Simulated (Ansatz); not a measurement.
Runs of Ansatz 0.2.0 on TiSi2. It takes space group Fddd (No. 70, orthorhombic). The conventional cell has a = 4.779 Å, b = 8.235 Å, c = 8.526 Å, α = 90.00°, β = 90.00°, γ = 90.00°. Ti (site symmetry 222) has 10 Si at 2.55 to 2.78 Å as nearest neighbours. Si (site symmetry 2) is surrounded by 5 Si at 2.52 to 2.79 Å and 5 Ti at 2.55 to 2.78 Å. The cell is a database's computed one.

| task | level | potentials or basis | cell | cutoff (eV) | smearing | points for each segment of the path | gap on the mesh (eV) | pressure (GPa) | relaxed volume (Å³/atom) | largest force (eV/Å) |
| --- | --- | --- | --- | --- | --- | --- | --- | --- | --- | --- |
| single point | PBE | Ansatz PAW | as given | 420 | gaussian 0.014 eV | - | none | 2.1 | - | 0.01 |
| relaxation of cell and atoms | revPBE | Ansatz PAW | relaxed | 420 | fermi-dirac 0.05 eV | - | none | 0.0 | (a) | - |
| single point | PBE | Ansatz PAW | as given | 420 | gaussian 0.011 eV | - | none | 2.1 | - | 0.01 |
| relaxation of cell and atoms | PBE | Ansatz PAW earlier set | relaxed | 910 | fermi-dirac 0.05 eV | - | none | 0.0 | 14.17 | - |
| band structure | BLYP | Ansatz PAW | as given | 420 | fermi-dirac 0.05 eV | 14 | none | 8.9 | - | 0.02 |
| band structure | PBE | Ansatz PAW | as given | 420 | fermi-dirac 0.05 eV | 14 | none | 2.1 | - | 0.02 |
| relaxation of cell and atoms | BLYP+D3(BJ) | Ansatz PAW | relaxed | 420 | fermi-dirac 0.05 eV | - | none | 0.0 | 13.42 | 0.01 |
| single point | PBE | Ansatz PAW | as given | 420 | gaussian 0.013 eV | - | none | 2.1 | - | 0.01 |

Alike in all rows: no spin polarisation; k mesh 7 × 7 × 7.

**Question.** Fill in the values left out.

**Answer.** (a) 14.36.

Caveats: the potentials were made for another functional, which shifts forces and pressure (some runs); the plane-wave basis is chosen anew once the cell has moved, so the energies of steps on either side of that aren't comparable (some runs); the PAW data sets come from PBE, with cores solved anew for the run's functional, which leaves a small shift of forces and pressure (some runs); pairwise dispersion overbinds metals, which lowers pressure and volume (some runs).

A k mesh can miss the band edges.

A gap of «none» marks a metal or a gap under the smearing width.

Not every run made on this cell is shown here.
